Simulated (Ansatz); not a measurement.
The following input was run with Ansatz 0.2.0.

```yaml
crystal:
  lattice:
    - [5.4330080414, 0.0, 0.0]
    - [-2.7165040207, 6.0742876514, 0.0]
    - [0.0, 0.0, 27.1485753028]
  atoms:
    - { symbol: Si, position: [0.6, 0.7, 0.2762575905] }
    - { symbol: Si, position: [0.2, 0.4, 0.2986318315] }
    - { symbol: Si, position: [0.3, 0.1, 0.3210060724] }
    - { symbol: Si, position: [0.9, 0.8, 0.3433803134] }
    - { symbol: Si, position: [0.0, 0.5, 0.3657545543] }
    - { symbol: Si, position: [0.6, 0.2, 0.3881287953] }
    - { symbol: Si, position: [0.7, 0.9, 0.4105030362] }
    - { symbol: Si, position: [0.3, 0.6, 0.4328772772] }
    - { symbol: Si, position: [0.4, 0.3, 0.4552515181] }
    - { symbol: Si, position: [0.0, 0.0, 0.4776257591] }
    - { symbol: Si, position: [0.1, 0.7, 0.5] }
    - { symbol: Si, position: [0.7, 0.4, 0.5223742409] }
    - { symbol: Si, position: [0.8, 0.1, 0.5447484819] }
    - { symbol: Si, position: [0.4, 0.8, 0.5671227228] }
    - { symbol: Si, position: [0.5, 0.5, 0.5894969638] }
    - { symbol: Si, position: [0.1, 0.2, 0.6118712047] }
    - { symbol: Si, position: [0.2, 0.9, 0.6342454457] }
    - { symbol: Si, position: [0.8, 0.6, 0.6566196866] }
    - { symbol: Si, position: [0.9, 0.3, 0.6789939276] }
    - { symbol: Si, position: [0.5, 0.0, 0.7013681685] }
    - { symbol: Si, position: [0.6, 0.7, 0.7237424095] }
basis:
  ecutwfc: 420
kpoints:
  mp_grid: { grid: [7, 6, 1] }
hamiltonian:
  xc: pbesol
scf:
  occupations: { method: gaussian, width: 0.05 }
output:
  forces: true
  eigenvalues: true
  write_density: true
  write_potential: true
  elf: true
  volumetric_format: npy
relax:
  adjacent_minimum: "off"
  f_tol: 0.02
  max_steps: 60
efield:
  axis: 3
  dipole_correction: true
  ramp_width: 0.04
```

Launched with
```bash
ansatz run input.yaml --threads 2 --pin off --max-ram 5120MiB --backend cpu --events-out ev --progress --plain --runs-dir out
```

Method: DFT PBEsol, scalar-relativistic, plane waves, PAW in Ansatz.

Abridged output (final results; tables in files aren't shown):

```
WARN: The output density's exchange-correlation potential varies sharply where the density is thin. Do not read a vacuum level from v_tot or v_xc, or from such a field of the output density. On a cell that repeats whose density bears no net charge and no dipole along the vacuum's axis use v_es (v_loc + v_h of the components); under efield.dipole_correction with no amplitude use v_es + v_field, which holds any external_charges[].barrier, or the levels of the report's work_function block, which leave it out; under a non-zero efield.amplitude the vacuum is tilted and has no level; on a cell that repeats and bears such a dipole with no correction it is tilted too, and efield.dipole_correction wi ...
SCF converged after 6 iterations
Free energy (F): -13044.911565 eV
Harris-Foulkes:  -13044.911565 eV  (|F-HF|=4.73e-9)
Internal energy: -13044.908012 eV  (E = F + TS)
E sigma→0 (E₀):  -13044.909789 eV
Entropy (-TS):   -0.003553 eV (-0.169 meV/atom)
Fermi energy:    0.352667 eV
Dipole field:    D = 0.000025 V/Å  (p = 0.000122 e·Å, saw-weighted, corrected)
Work function:   Φ+ = 4.8183 eV   Φ− = 4.8190 eV
Levels:          The Fermi level and band energies are counted from a zero that moves with the ramp; work functions are not
--- Per-component energies (eV) ---
  E_band       = -375.904259
  E_kinetic    = 824.860904
  E_local      = -25490.673567  (includes V_loc(G=0)·N_el)
  E_nonlocal   = 543.867720
  E_hartree    = 12381.778152
  E_xc         = -1137.772401
  E_vxc        = -969.249086  (∫ρ·V_xc dr)
  E_paw        = -10474.005599  (= ΣΔE_a)
  E_vpaw       = -48.260038  (= ΣTr[D̂ρ^β])
  E_aug_tail   = 0.000132  (compensation charges beyond the density's cutoff)
  E_efield     = 0.000000  (sawtooth field / dipole correction)
  E_vefield    = 0.000000  (∫n·V_field dr)
  E_ewald      = 10306.373874
  E_core_change = 0.662774  (= ΣΔE_core)
  E_smearing   = -0.003553  (= −TS)
--- Forces (eV/Å), atoms counted from 1 ---
  atom   1  Si    -0.00761982    -0.00300059    -0.00332047
  atom   2  Si    -0.00049516    -0.00311547    -0.00368511
  atom   3  Si     0.00742218     0.00637529    -0.00111206
  atom   4  Si    -0.00228548    -0.00315955     0.00370988
  atom   5  Si     0.00057587    -0.00108315    -0.00139052
  atom   6  Si    -0.00051588     0.00091996     0.00020650
  atom   7  Si     0.00273630     0.00231230     0.00404135
  atom   8  Si    -0.00271887    -0.00183006     0.00195198
  atom   9  Si     0.00496955    -0.00157552     0.00117813
  atom  10  Si    -0.00324117     0.00239018     0.00095538
  atom  11  Si     0.00237364    -0.00011760    -0.00009166
  atom  12  Si    -0.00324316    -0.00237638    -0.00097295
  atom  13  Si     0.00501347     0.00174729    -0.00119132
  atom  14  Si    -0.00272738     0.00174927    -0.00199042
  atom  15  Si     0.00277839    -0.00250721    -0.00416080
  atom  16  Si    -0.00046467    -0.00082232    -0.00017981
  atom  17  Si     0.00047336     0.00119659     0.00149584
  atom  18  Si    -0.00232673     0.00318847    -0.00387360
  atom  19  Si     0.00770009    -0.00670952     0.00110472
  atom  20  Si    -0.00050523     0.00326355     0.00391130
  atom  21  Si    -0.00789731     0.00315951     0.00341588
--- Band table (eV; the first three rows and the last of 22) ---
  k-point 0: bands = ["-11.4064", "-10.9646", "-10.1616", "-9.0558", "-8.2924", "-8.2756", "-7.9681", "-7.8423", "-7.7912", "-7.1607", "-7.0958", "-6.9402", "-6.4462", "-6.2465", "-6.1860", "-6.1667", "-5.6942", "-5.0715", "-4.4552", "-3.9059", "-3.7898", "-3.6794", "-3.4433", "-3.3900", "-3.1949", "-2.9054", "-2.7209", "-2.6897", "-2.6807", "-2.3922", "-2.1850", "-2.0913", "-1.6564", "-1.4674", "-1.3020", "-1.0416", "-0.5874", "-0.4526", "-0.3608", "-0.3566", "-0.1062", "0.2489", "0.8474", "1.1297", "1.6651", "1.9817", "2.0290", "2.3314", "2.8037", "2.8070", "3.0678", "3.0811", "3.2355", "3.2887", "3.3656", "3.3822", "3.5360", "3.6280", "3.9391", "3.9461", "3.9852", "4.2731", "4.3268"]
  k-point 1: bands = ["-11.3094", "-10.8692", "-10.0719", "-9.1126", "-9.0083", "-8.6266", "-8.0276", "-7.6922", "-7.5950", "-7.1761", "-7.0984", "-6.9112", "-6.6971", "-6.4472", "-6.0784", "-5.5115", "-5.3838", "-4.8454", "-4.3316", "-3.8106", "-3.6494", "-3.5546", "-3.4226", "-3.2403", "-3.1259", "-2.9249", "-2.8441", "-2.6405", "-2.4828", "-2.3985", "-2.0549", "-1.9497", "-1.7419", "-1.5134", "-1.2293", "-1.1285", "-0.7945", "-0.6430", "-0.4139", "-0.3540", "-0.2225", "-0.0139", "0.8792", "1.0962", "1.4229", "1.5801", "1.9098", "2.0173", "2.3671", "2.6144", "2.7095", "2.8958", "2.9861", "3.0338", "3.2412", "3.2578", "3.3901", "3.5540", "3.5781", "3.8174", "3.9530", "4.1366", "4.2661"]
  k-point 2: bands = ["-11.0209", "-10.5878", "-9.9402", "-9.7529", "-9.4740", "-8.6834", "-8.6651", "-7.7034", "-7.5588", "-7.2859", "-7.1694", "-6.9922", "-6.8268", "-6.0444", "-5.9997", "-4.9483", "-4.9309", "-4.2351", "-3.8968", "-3.6825", "-3.3899", "-3.3700", "-3.1048", "-3.0768", "-2.8606", "-2.7483", "-2.6939", "-2.4409", "-2.3242", "-2.2118", "-2.1294", "-1.9275", "-1.8166", "-1.6182", "-1.4217", "-1.2164", "-1.1118", "-1.0443", "-0.7819", "-0.6816", "-0.4079", "-0.3929", "0.5416", "0.7145", "1.1163", "1.2697", "1.5806", "1.7287", "1.8337", "2.1037", "2.2939", "2.5054", "2.6095", "2.7034", "2.8675", "2.9237", "3.2958", "3.4508", "3.6874", "3.8740", "4.0310", "4.2146", "4.3108"]
  k-point 21: bands = ["-10.6074", "-10.1930", "-9.5209", "-9.3797", "-9.2020", "-9.0397", "-8.8393", "-8.7103", "-8.4224", "-7.9745", "-7.2432", "-6.5313", "-6.2543", "-6.1497", "-5.9478", "-5.7689", "-5.6478", "-5.2833", "-4.7372", "-4.2907", "-3.6054", "-3.4428", "-3.2300", "-2.9048", "-2.7656", "-2.4479", "-2.3679", "-2.2076", "-1.9682", "-1.8337", "-1.6262", "-1.4676", "-1.3731", "-1.3290", "-1.1914", "-1.1448", "-1.0428", "-0.7776", "-0.6715", "-0.6067", "0.1692", "0.2279", "1.0581", "1.1388", "1.4905", "1.7600", "2.4347", "2.6218", "2.7190", "2.8238", "2.9605", "3.0733", "3.1524", "3.3775", "3.4716", "3.6012", "3.7172", "3.8086", "4.0040", "4.0948", "4.1534", "4.3273", "4.4394"]
--- Relaxed structure (9 steps of the walk, 8 accepted, 0 SCFs on fresh bases) ---
  F+E_penalty+E_count = -13044.91156535 eV   max|allowed force component| = 7.897e-3 eV/Å
  atoms:
    - { symbol: Si, position: [0.54575460, 0.79507688, 0.28230363] }
    - { symbol: Si, position: [0.31030997, 0.43885898, 0.31335664] }
    - { symbol: Si, position: [0.32724992, 0.06528671, 0.31923487] }
    - { symbol: Si, position: [0.88653252, 0.80409001, 0.33997586] }
    - { symbol: Si, position: [-0.01623694, 0.49296971, 0.36346813] }
    - { symbol: Si, position: [0.59528351, 0.19203815, 0.38981992] }
    - { symbol: Si, position: [0.70649857, 0.89652722, 0.41134111] }
    - { symbol: Si, position: [0.29585646, 0.60154036, 0.43095411] }
    - { symbol: Si, position: [0.39133586, 0.30020163, 0.45488405] }
    - { symbol: Si, position: [-0.00221700, -0.00195868, 0.47920340] }
    - { symbol: Si, position: [0.10387255, 0.70000365, 0.50000135] }
    - { symbol: Si, position: [0.69974364, 0.40196130, 0.52079804] }
    - { symbol: Si, position: [0.79113604, 0.09980052, 0.54511601] }
    - { symbol: Si, position: [0.39431611, 0.79844586, 0.56904713] }
    - { symbol: Si, position: [0.50996755, 0.50347195, 0.58866027] }
    - { symbol: Si, position: [0.10324357, 0.20795356, 0.61017937] }
    - { symbol: Si, position: [0.19080455, 0.90703167, 0.63653062] }
    - { symbol: Si, position: [0.78244397, 0.59592431, 0.66002576] }
    - { symbol: Si, position: [0.96197185, 0.33472536, 0.68076411] }
    - { symbol: Si, position: [0.57147534, -0.03886425, 0.68664086] }
    - { symbol: Si, position: [0.45065727, 0.60491502, 0.71769468] }
```

The relaxation met its thresholds.

It took 15 min on 2 threads of Arm Neoverse V2 (shared host), peak memory 1.8 GiB.